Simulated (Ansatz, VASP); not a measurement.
## Two plane-wave programs on AlN

INCAR

```
SYSTEM = AlN
  PREC = Accurate
  ENCUT = 520
  EDIFF = 1E-6
  ISMEAR = 0
  SIGMA = 0.05
  LREAL = .FALSE.
  LASPH = .TRUE.
  NELM = 80
  ALGO = Normal
  ISIF = 2
  LWAVE = .FALSE.
  LCHARG = .FALSE.
  GGA = PE
  NBANDS = 16
```

The input KPOINTS:

```
Automatic mesh
0
G
  9 9 6
  0 0 0
```

POSCAR

```
AlN
1.0
    3.3694140086      0.0000000000      0.0000000000
   -1.6847070043      2.9179981273      0.0000000000
    0.0000000000      0.0000000000      4.3734993831
Al N
2 2
Direct
    0.3333333333      0.6666666667      0.7500000000
    0.6666666667      0.3333333333      0.2500000000
    0.3333333333      0.6666666667      0.2500000000
    0.6666666667      0.3333333333      0.7500000000
```

Input for Ansatz:

```yaml
crystal:
  lattice:
    - [3.3694140086, 0.0, 0.0]
    - [-1.6847070043, 2.9179981273, 0.0]
    - [0.0, 0.0, 4.3734993831]
  atoms:
    - { symbol: Al, position: [0.3333333333, 0.6666666667, 0.75] }
    - { symbol: Al, position: [0.6666666667, 0.3333333333, 0.25] }
    - { symbol: "N", position: [0.3333333333, 0.6666666667, 0.25] }
    - { symbol: "N", position: [0.6666666667, 0.3333333333, 0.75] }
basis:
  ecutwfc: 520.0
kpoints:
  mp_grid: { grid: [9, 9, 6] }
hamiltonian:
  xc: pbe
  pseudopotentials: { kind: paw, azcp: { folder: soft_1 } }
scf:
  occupations: { method: gaussian, width: 0.05 }
output:
  forces: true
  stress: true
  eigenvalues: true
  write_density: true
  write_potential: true
  elf: true
  volumetric_format: npy
```

Alike in both runs: task single point; functional PBE; k mesh 9 × 9 × 6; occupations gaussian, width 0.05 eV; no spin polarisation.

|  | VASP | Ansatz |
| --- | --- | --- |
| version | VASP 6.6.1 | Ansatz 0.2.0 |
| potentials or method | VASP PAW PBE potentials, release 64 (Al, N) | scalar-relativistic, plane waves, PAW |
| plane-wave cutoff (eV) | 520 | 520 |
| valence electrons in the cell | 16 | 16 |

Ansatz gave:

* gap on the k mesh at the Fermi level (eV): 2.59
* least direct gap on the mesh (eV): 2.59
* pressure (GPa): -12.9
* largest component of the traceless stress (GPa): 0.14

Task: Which values does VASP return?

Result: gap on the k mesh at the Fermi level (eV): 2.60; least direct gap on the mesh (eV): 2.60; pressure (GPa): -13.0; largest component of the traceless stress (GPa): 0.22.
